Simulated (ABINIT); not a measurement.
# LiH (Fm-3m): G0W0 with ABINIT, start to end, part 2 of 2

Aim: the G0W0 gap of LiH (Fm-3m) on PBE, step by step.

ABINIT 10.8.3; PBE and many-body steps on it, plane waves. Known limits of the many-body steps: not at the basis limit.

So far. Step 2 (Ground state): The gap is direct, at (0.500, 0.500, 0.000). Step 3 (Bands along the symmetry lines): The gap is 3.022 eV, as in the run before at this level.

The database entry behind the starting cell differs from later determinations by our own check (the deuteride, about 0.2 % short), so it need not match the best structure at ambient conditions.

### 4. Empty states on the mesh, 6×6×6 mesh, 135 bands

Level of this step: DFT, PBE, plane waves, norm-conserving pseudopotentials (ABINIT).

The sums over transitions need many empty states on a uniform mesh; this step solves for them.

Input file run.abi:

```
acell 3*1.0 Angstrom
rprim 
  0.000000000000 2.036750000000 2.036750000000
  2.036750000000 -0.000000000000 2.036750000000
  2.036750000000 2.036750000000 -0.000000000000
ntypat 2
znucl 3 1
natom 2
typat 1 2
xred 
  0.000000000000 0.000000000000 0.000000000000
  0.500000000000 0.500000000000 0.500000000000
pp_dirpath "pseudos"
pseudos "Li.upf, H.upf"
ecut 33
ngkpt 6 6 6
nshiftk 1
shiftk 0 0 0
kptopt 1
chksymbreak 0
irdden 1
istwfk *1
nband 135
prtvol 0
optdriver 6
gwr_task "HDIAGO"
paral_kgb 0
occopt 1
indata_prefix "in"
outdata_prefix "out"
tmpdata_prefix "tmp"
```

Run with:

```sh
OMP_NUM_THREADS=1 mpirun -n 4 abinit run.abi > log
```

Numbers of over 12 decimals in the logs are rounded to 6 here.

Log:

```text
[banner, memory and clock lines left out]
.Version 10.8.3 of ABINIT. v10.8.2 released Aug 2026.

 Symmetries : space group Fm -3 m (#225); Bravais cF (face-center cubic)
[... echo of the input left out ...]
== DATASET  1 ==================================================================
-   mpi_nproc: 4, omp_nthreads: 1 (-1 if OMP is not activated)

--- !DatasetInfo
iteration_state: {dtset: 1, }
dimensions: {natom: 2, nkpt: 16, mband: 135, nsppol: 1, nspinor: 1, nspden: 1, mpw: 1056, }
cutoff_energies: {ecut:  33.0, pawecutdg:  -1.0, }
electrons: {nelect:   4.00000000E+00, charge:   0.00000000E+00, occopt:   1.00000000E+00, tsmear:   1.00000000E-02, }

.Using double precision arithmetic; gwpc =  8

- Reading GS density from: in_DEN

--- Pseudopotential description ------------------------------------------------
- Li Generated using ONCVPSP code by D. R. Hamann
-  3.00000   3.00000  171031                  znucl, zion, pspdat
12 -101130 1 -1 1944                          pspcod,pspxc,lmax,lloc,mmax
     nproj     2     2
  pspatm : epsatm=    2.74360059
         --- l  ekb(1:nproj) -->
             0   -4.951544   -1.544797
             1   -2.250661   -0.474685
 pspatm: atomic psp has been read  and splines computed

- H Generated using ONCVPSP code by D. R. Hamann
-  1.00000   1.00000  171031                  znucl, zion, pspdat
12 -101130 1 -1 1166                          pspcod,pspxc,lmax,lloc,mmax
     nproj     2     1
  pspatm : epsatm=    0.36186929
         --- l  ekb(1:nproj) -->
             0   -1.701123   -0.534484
             1   -0.503321
 pspatm: atomic psp has been read  and splines computed

   1.24218795E+01                                ecore*ucvol(ha*bohr**3)

 Total charge density [el/Bohr^3]
)     Maximum=    2.7888E+00  at reduced coord.    0.0000    0.0000    0.0000
)     Minimum=    6.8615E-03  at reduced coord.    0.2667    0.2333    0.2333
   Integrated=    4.0000E+00

 === KS gaps after direct diagonalization ===
 Direct band gap semiconductor
 Fundamental gap:     3.022 (eV)
   VBM:    -0.348 (eV) at k: [ 5.0000E-01,  5.0000E-01,  0.0000E+00]
   CBM:     2.674 (eV) at k: [ 5.0000E-01,  5.0000E-01,  0.0000E+00]
 Direct gap:         3.022 (eV) at k: [ 5.0000E-01,  5.0000E-01,  0.0000E+00]

== END DATASET(S) ==============================================================

 -outvars: echo values of variables after computation  --------
           etotal      0.0000000000E+00
            nband         135
             nkpt          16
          spgroup         225
 [... the other variables as echoed above ...]

 Calculation completed.
```

Run time: 6 s. Hardware: 4 MPI ranks of Arm Neoverse V2, shared host; peak memory 0.48 GiB; 23 s of CPU time.

Numbers from this step:

- gap: 3.022 eV
- k of the valence top: 0.5, 0.5, 0
- k of the conduction bottom: 0.5, 0.5, 0
- least direct gap: 3.022 eV
- k points computed: 16
- lowest point of the top converged band, above the valence top: 205.0407 eV

On this mesh the gap is 3.022 eV.

### 5. Screening, 6×6×6 mesh, 127 bands, screening to 261.2 eV

The RPA dielectric matrix is built and inverted for each q.

This step: RPA screening on PBE, plane waves, norm-conserving pseudopotentials.

run.abi: that of step 4 with these lines changed.

```diff
@@ -20,10 +20,11 @@
 chksymbreak 0
-irdden 1
 istwfk *1
-nband 135
-prtvol 0
-optdriver 6
-gwr_task "HDIAGO"
-paral_kgb 0
 occopt 1
+irdwfk 1
+optdriver 3
+nband 127
+ecuteps 9.6
+inclvkb 2
+awtr 1
+symchi 1
 indata_prefix "in"
```

Log:

```text
.Version 10.8.3 of ABINIT. v10.8.2 released Aug 2026.

 Symmetries : space group Fm -3 m (#225); Bravais cF (face-center cubic)
[... echo of the input left out ...]
== DATASET  1 ==================================================================
-   mpi_nproc: 4, omp_nthreads: 1 (-1 if OMP is not activated)

--- !DatasetInfo
iteration_state: {dtset: 1, }
dimensions: {natom: 2, nkpt: 16, mband: 127, nsppol: 1, nspinor: 1, nspden: 1, mpw: 1056, }
cutoff_energies: {ecut:  33.0, pawecutdg:  -1.0, }
electrons: {nelect:   4.00000000E+00, charge:   0.00000000E+00, occopt:   1.00000000E+00, tsmear:   1.00000000E-02, }

 SCREENING: Calculation of the susceptibility and dielectric matrices

 Based on a program developped by R.W. Godby, V. Olevano, G. Onida, and L. Reining.
 Incorporated in ABINIT by V. Olevano, G.-M. Rignanese, and M. Torrent.
.Using double precision arithmetic ; gwpc =  8

[... cell and pseudopotentials left out ...]
--------------------------------------------------------------------------------

 ==== K-mesh for the wavefunctions ====
 Number of points in the irreducible wedge :    16
[... list of points left out ...]
 Together with 48 symmetry operations and time-reversal symmetry
 yields   216 points in the full Brillouin Zone.

 ==== Q-mesh for the screening function ====
 Number of points in the irreducible wedge :    16
[... list of points left out ...]
 Together with 48 symmetry operations and time-reversal symmetry
 yields   216 points in the full Brillouin Zone.

 setmesh: FFT mesh size selected  =    24x   24x   24
          total number of points  =        13824

 vcoul_init : cutoff-mode = AUXILIARY_FUNCTION
 q-points for optical limit:   1
     1)      0.000010    0.000020    0.000030

- screening: taking advantage of time-reversal symmetry
- Maximum band index for partially occupied states nbvw = 2
- Remaining bands to be divided among processors   nbcw = 125
- Number of bands treated by each node ~31

 Number of electrons calculated from density =    4.0000; Expected =    4.0000
 average of density, n =  0.035077
 r_s =    1.8951
 omega_plasma =   18.0662 [eV]

 calculating chi0 at frequencies [eV] :
  1    0.000000E+00    0.000000E+00
  2    0.000000E+00    1.806615E+01

--------------------------------------------------------------------------------
  q-point number  1        q = ( 0.000000, 0.000000, 0.000000) [r.l.u.]
--------------------------------------------------------------------------------
[... chi0 elements left out ...]
 For q-point:  0.000010 0.000020 0.000030
  dielectric constant =   4.1825
  dielectric constant without local fields =   4.5879

  Average fulfillment of the sum rule on Im[epsilon] for q-point    1 :     96.46  [%]
[... wings left out ...]
  q-point number  2        q = ( 0.166667, 0.000000, 0.000000) [r.l.u.]
--------------------------------------------------------------------------------
[... chi0 elements left out ...]
  Average fulfillment of the sum rule on Im[epsilon] for q-point    2 :    101.65  [%]

 [... 14 further q-points ...]
```

It took 22 s on 4 MPI ranks; peak memory 0.83 GiB.

Numbers from this step:

| Quantity | Value |
| --- | --- |
| ε∞ with local fields, on this mesh, along the program's q direction | 4.183 |
| the same without local fields | 4.588 |
| plasma frequency | 18.07 eV |
| plane waves in the screening matrix | 169 |

Local fields lower ε∞ by 9 %.

### 6. Self-energy, 6×6×6 mesh, 127 bands, screening to 261.2 eV

The self-energy is evaluated for the states that the input lists, and the levels follow from it, in one-shot runs by the linearised quasiparticle equation.

This step: G0W0 on PBE, plane waves, norm-conserving pseudopotentials.

run.abi: that of step 5 with these lines changed.

```diff
@@ -23,8 +23,17 @@
 irdwfk 1
-optdriver 3
+optdriver 4
 nband 127
+gwcalctyp 0
+ecutsigx 33
+symsigma 1
+nkptgw 2
+kptgw 
+  0.5000000000 0.5000000000 0.0000000000
+  0.0000000000 0.0000000000 0.0000000000
+bdgw 
+  1 5
+  1 6
 ecuteps 9.6
-inclvkb 2
-awtr 1
-symchi 1
+irdscr 1
+ppmodel 1
 indata_prefix "in"
```

Log:

```text
.Version 10.8.3 of ABINIT. v10.8.2 released Aug 2026.

 Symmetries : space group Fm -3 m (#225); Bravais cF (face-center cubic)
[... echo of the input left out ...]
== DATASET  1 ==================================================================
-   mpi_nproc: 4, omp_nthreads: 1 (-1 if OMP is not activated)

--- !DatasetInfo
iteration_state: {dtset: 1, }
dimensions: {natom: 2, nkpt: 16, mband: 127, nsppol: 1, nspinor: 1, nspden: 1, mpw: 1056, }
cutoff_energies: {ecut:  33.0, pawecutdg:  -1.0, }
electrons: {nelect:   4.00000000E+00, charge:   0.00000000E+00, occopt:   1.00000000E+00, tsmear:   1.00000000E-02, }

 SIGMA: Calculation of the GW corrections

 Based on a program developped by R.W. Godby, V. Olevano, G. Onida, and L. Reining.
 Incorporated in ABINIT by V. Olevano, G.-M. Rignanese, and M. Torrent.
.Using double precision arithmetic ; gwpc =  8

[... cell and pseudopotentials left out ...]
--------------------------------------------------------------------------------

 ==== K-mesh for the wavefunctions ====
 Number of points in the irreducible wedge :    16
[... list of points left out ...]
 Together with 48 symmetry operations and time-reversal symmetry
 yields   216 points in the full Brillouin Zone.

 ==== Q-mesh for screening function ====
 Number of points in the irreducible wedge :    16
[... list of points left out ...]
 Together with 48 symmetry operations and time-reversal symmetry
 yields   216 points in the full Brillouin Zone.

 vcoul_init : cutoff-mode = AUXILIARY_FUNCTION
 q-points for optical limit:   1
     1)      0.000010    0.000020    0.000030
 setmesh: FFT mesh size selected  =    30x   30x   30
          total number of points  =        27000

 Number of electrons calculated from density =    4.0000; Expected =    4.0000
 average of density, n =  0.035077
 r_s =    1.8951
 omega_plasma =   18.0662 [eV]

 === KS Band Gaps ===
  >>>> For spin  1
   Minimum direct gap =   3.0221 [eV], located at k-point      :   0.5000  0.5000  0.0000
   Fundamental gap    =   3.0221 [eV], Top of valence bands at :   0.5000  0.5000  0.0000
                                       Bottom of conduction at :   0.5000  0.5000  0.0000
 SIGMA fundamental parameters:
 PLASMON POLE MODEL  1
 number of plane-waves for SigmaX                 1037
 number of plane-waves for SigmaC and W            169
 number of plane-waves for wavefunctions          1037
 number of bands                                   127
 number of independent spin polarizations            1
 number of spinorial components                      1
 number of k-points in IBZ                          16
 number of q-points in IBZ                          16
 number of symmetry operations                      48
 number of k-points in BZ                          216
 number of q-points in BZ                          216
 number of frequencies for dSigma/dE                 9
 frequency step for dSigma/dE [eV]                0.25
 number of omega for Sigma on real axis              0
 max omega for Sigma on real axis  [eV]           0.00
 zcut for avoiding poles [eV]                     0.10

 EPSILON^-1 parameters (SCR file):
 dimension of the eps^-1 matrix on file            169
 dimension of the eps^-1 matrix used               169
 number of plane-waves for wavefunctions          1037
 number of bands                                   127
 number of q-points in IBZ                          16
 number of frequencies                               2
 number of real frequencies                          1
 number of imag frequencies                          1

 matrix elements of self-energy operator (all in [eV])

 Perturbative Calculation

--- !SelfEnergy_ee
iteration_state: {dtset: 1, }
kpoint     : [   0.500,    0.500,    0.000, ]
spin       : 1
KS_gap     :    3.022
QP_gap     :    4.956
Delta_QP_KS:    1.934
data: !SigmaeeData |
     Band     E0 <VxcDFT>   SigX SigC(E0)      Z dSigC/dE  Sig(E)    E-E0       E
        1 -44.599 -25.708 -39.768   5.445   0.768  -0.303 -32.321  -6.613 -51.212
        2  -0.348 -11.307 -14.604   1.445   0.770  -0.298 -12.734  -1.426  -1.774
        3   2.674  -7.646  -3.654  -3.365   0.810  -0.235  -7.139   0.508   3.182
        4  10.239  -8.235  -2.665  -4.548   0.780  -0.282  -7.437   0.797  11.037
        5  10.239  -8.235  -2.665  -4.548   0.780  -0.282  -7.437   0.797  11.037

--- !SelfEnergy_ee
iteration_state: {dtset: 1, }
kpoint     : [   0.000,    0.000,    0.000, ]
spin       : 1
KS_gap     :   20.729
QP_gap     :   22.827
Delta_QP_KS:    2.097
data: !SigmaeeData |
     Band     E0 <VxcDFT>   SigX SigC(E0)      Z dSigC/dE  Sig(E)    E-E0       E
        1 -44.649 -25.626 -39.706   5.433   0.765  -0.307 -32.239  -6.614 -51.263
        2  -5.602  -9.916 -15.613   3.368   0.712  -0.405 -11.574  -1.657  -7.259
        3  15.128 -11.719  -4.658  -6.395   0.661  -0.513 -11.279   0.440  15.568
        4  17.057  -8.963  -2.437  -5.490   0.696  -0.436  -8.242   0.722  17.778
        5  17.057  -8.963  -2.437  -5.490   0.696  -0.436  -8.242   0.722  17.778
        6  17.057  -8.963  -2.437  -5.490   0.696  -0.436  -8.242   0.722  17.778

== END DATASET(S) ==============================================================
================================================================================

 -outvars: echo values of variables after computation  --------
           etotal      0.0000000000E+00
            nband         127
             nkpt          16
          spgroup         225
 [... the other variables as echoed above ...]

 Calculation completed.
```

Wall time 11 s (4 MPI ranks); peak memory 0.91 GiB.

This step gave:

| Quantity | Value |
| --- | --- |
| G0W0 gap on the points computed | 4.956 eV |
| starting gap on the mesh | 3.022 eV |
| k of the valence top | 0.5, 0.5, 0 |
| k of the conduction bottom | 0.5, 0.5, 0 |
| Z at the valence top | 0.77 |
| Z at the conduction bottom | 0.81 |
| least direct G0W0 gap on the computed points | 4.956 eV |

The gap on the mesh goes from 3.02 eV to 4.96 eV, a correction of +1.93 eV.

Limits: finite bands, cutoff and mesh. v1 is the top filled band, c1 the lowest empty one. The levels before and after the correction (eV, zero at the valence-band top of each column):

```
           conduction bottom  valence top
Kohn-Sham               3.02         0.00
     G0W0               4.96         0.00
```

|  | level | energy (eV) |
| --- | --- | --- |
| Kohn-Sham | (0.5 0.5 0) v2 | -44.251 |
| Kohn-Sham | (0.5 0.5 0) v1 | 0.000 |
| Kohn-Sham | (0.5 0.5 0) c1 | 3.022 |
| Kohn-Sham | (0.5 0.5 0) c2-c3 | 10.588 |
| G0W0 | (0.5 0.5 0) v2 | -49.438 |
| G0W0 | (0.5 0.5 0) v1 | 0.000 |
| G0W0 | (0.5 0.5 0) c1 | 4.956 |
| G0W0 | (0.5 0.5 0) c2-c3 | 12.811 |

### 7. Where the time went

Times are wall times on 4 MPI ranks of Arm Neoverse V2, shared host, good to a factor of about two.

```
                          step   time  share  memory (GiB)
                  ground state  2.4 s    5 %          0.07
bands along the symmetry lines  2.1 s    5 %          0.07
      empty states on the mesh    6 s   14 %          0.48
                     screening   22 s   51 %          0.83
                   self-energy   11 s   25 %          0.91
```

### 8. Results

```json
{"PBE gap": "3.02 eV, direct", "G0W0 gap on the mesh": "4.96 eV", "GW settings": "6×6×6 mesh, 127 bands, screening to 261.2 eV, Godby-Needs plasmon pole", "known limits": "not at the basis limit"}
```

**Reading.** G0W0 moves the gap on the mesh from 3.02 eV to 4.96 eV (+1.93 eV), with Z of 0.77 and 0.81 at the edges. Local fields lower the RPA ε∞ on this mesh from 4.59 to 4.18. Only 2 of the mesh's irreducible points were corrected, so a valley elsewhere could overtake. The dearest step here is «screening». Bands and cutoff are finite, so the gap is not at the basis limit. The miss can reach some tenths of an eV and take either sign; the mesh is an error of its own. In the G0W0 run levels were corrected at 2 k points alone, so a gap called «on the mesh» is the least over those, and an edge elsewhere would be missed.

[Paths, hosts, dates, memory and timing lines, banners, echoed tables and standing remarks are left out of the program output.]

[Logs are printed without paths, hosts, clocks, repeated set-up lines and the standing remarks that a program may print on its own settings, such as how far it seeks lower states.]

[Runs of the session that timed out or met a known fault of the program may be left out.]

[Hosts, paths, dates, database ids (printed as entryN), source tags and the programs' standing remarks are cut or masked in the printed files.]

[G0W0 gaps are taken among the corrected bands and points alone; a level outside them can change the order at an edge.]

[Where Ansatz stands beside ABINIT at settings called matched, ABINIT's density can come from a denser mesh and the files from another edition; pairs whose starting gaps differed by over 0.03 eV were left out, so agreement reads better than it is.]
